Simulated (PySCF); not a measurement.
Geometry:
| atom | x (Å) | y (Å) | z (Å) |
| --- | --- | --- | --- |
| C1 | -2.146 | -0.887 | -0.654 |
| C2 | -1.232 | 0.204 | -0.159 |
| O3 | 0.074 | -0.303 | -0.065 |
| C4 | 1.002 | 0.659 | 0.366 |
| C5 | 2.365 | 0.021 | 0.444 |
| H6 | -3.169 | -0.516 | -0.746 |
| H7 | -2.145 | -1.731 | 0.039 |
| H8 | -1.819 | -1.246 | -1.632 |
| H9 | -1.565 | 0.569 | 0.826 |
| H10 | -1.252 | 1.066 | -0.844 |
| H11 | 1.012 | 1.510 | -0.334 |
| H12 | 0.703 | 1.055 | 1.349 |
| H13 | 2.365 | -0.801 | 1.162 |
| H14 | 3.112 | 0.754 | 0.757 |
| H15 | 2.657 | -0.376 | -0.530 |

Calculated, not measured (PySCF): coordinates at the PBE0-D3(BJ)/def2-TZVP level, shielding tensors at B97-2/pcSseg-2 (GIAO), J: B3LYP/pcJ-2 (without the spin–dipole term). Averaged over atoms made equivalent by symmetry, fast rotation or ring inversion, non-relativistic, a single conformation, in vacuum.

Shifts are taken against calculated references (same method and geometry level): 1H (σref 31.64) against TMS.

The spectrum was simulated from the full spin Hamiltonian at 200 MHz with 1.0 Hz Lorentzian lines, from shifts rounded to 0.01 ppm and J to 0.1 Hz, couplings under 1 Hz left out.

Question: List the maxima of its 1H spectrum with integrals.

Answer: 
```
region  integral (H)    ppm     Hz  height
     1             4  3.480  696.0      16
     1                3.440  688.1      48
     1                3.401  680.2      50
     1                3.361  672.2      17
     2             6  1.259  251.8      51
     2                1.220  244.0     100
     2                1.180  236.1      48
```

Question: Summarise it as multiplets with assignments.

Answer: 1H NMR (200 MHz, computed): δ 3.42 (m, 4H, H9/H10/H11/H12), 1.22 (m, 6H, H6/H7/H8/H13/H14/H15). These are first-order names; overlap and second-order distortion can hide them in the list.

Multiplet labels drop couplings under 1 Hz and merge nearly equal ones. Couplings among chemically equivalent protons are left out too, so labels in AA′BB′ or AA′XX′ sets are apparent multiplicities.
